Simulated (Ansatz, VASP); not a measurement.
## GaAs: VASP beside Ansatz

```xyz
2
Lattice="0.0000 2.8291 2.8291 2.8291 0.0000 2.8291 2.8291 2.8291 0.0000" Properties=species:S:1:pos:R:3 pbc="T T T"
Ga    0.0000    0.0000    0.0000
As    1.4146    1.4146    1.4146
```

Alike in both runs: task single point; functional PBEsol; k mesh 12 × 12 × 12; occupations gaussian, width 0.02 eV; no spin polarisation.

|  | VASP | Ansatz |
| --- | --- | --- |
| version | VASP 6.6.1 | Ansatz 0.2.0 |
| potentials or method | VASP PAW PBE potentials, release 64 (Ga_d, As) | scalar-relativistic, plane waves, PAW |
| plane-wave cutoff (eV) | 520 | 420 |
| valence electrons in the cell | 18 | 28 |

Ansatz gave:

```
gap on the k mesh at the Fermi level (eV) : 0.42
least direct gap on the mesh (eV)         : 0.42
pressure (GPa)                            : 0.0
```

Task: Which values does VASP return?

Result: gap on the k mesh at the Fermi level (eV): 0.44; least direct gap on the mesh (eV): 0.44; pressure (GPa): 0.2.

With one functional, cell and mesh, what is left measures potentials, basis and numerics. The two sets of potentials don't hold the same shells in valence.

Caveats: the PAW data sets were made with another functional, which shifts forces and pressure a little (VASP).
